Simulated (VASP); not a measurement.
Here is a VASP 6.6.1 calculation.

File INCAR:

```
SYSTEM = TaS2
ALGO = Normal
EDIFF = 1E-6
ENCUT = 520
GGA = PE
ISIF = 2
ISMEAR = 0
LASPH = .True.
LCHARG = .True.
LELF = .True.
LREAL = .False.
LVHAR = .True.
LWAVE = .False.
NBANDS = 18
NELM = 60
PREC = Accurate
SIGMA = 0.024
```

KPOINTS

```
k-points
0
Gamma
  9 9 5
  0 0 0
```

File POSCAR:

```
TaS2
1.0
    3.3500000000      0.0000000000      0.0000000000
   -1.6750000000      2.9011851027      0.0000000000
    0.0000000000      0.0000000000      5.8600000000
Ta S
1 2
Direct
    0.0000000000      0.0000000000      0.0000000000
    0.6666666667      0.3333333333      0.7500000000
    0.3333333333      0.6666666667      0.2500000000
```

Potentials or basis: VASP PAW PBE potentials, release 64 (Ta_pv, S).

Command:

```bash
$ cat potpaw_PBE.64/Ta_pv/POTCAR potpaw_PBE.64/S/POTCAR > POTCAR
$ mpirun -np 1 vasp_std > vasp.out
```

Q: Predict the largest force.

A: 1.261 eV/Å.

Q: Estimate the pressure.

A: 9.1 GPa.

Stress tensor (GPa, compression positive):
```
 7.44  0.00  0.00
 0.00  7.44  0.00
 0.00  0.00 12.56
```

Caveat: this functional lacks dispersion, which binds the layers, so the pressure and a relaxed spacing across them are unreliable; forces of over 1 eV/Å show positions far from the minimum, so gaps and moduli don't describe the material at rest. Spin-orbit coupling is left out, which matters for the levels of Ta.
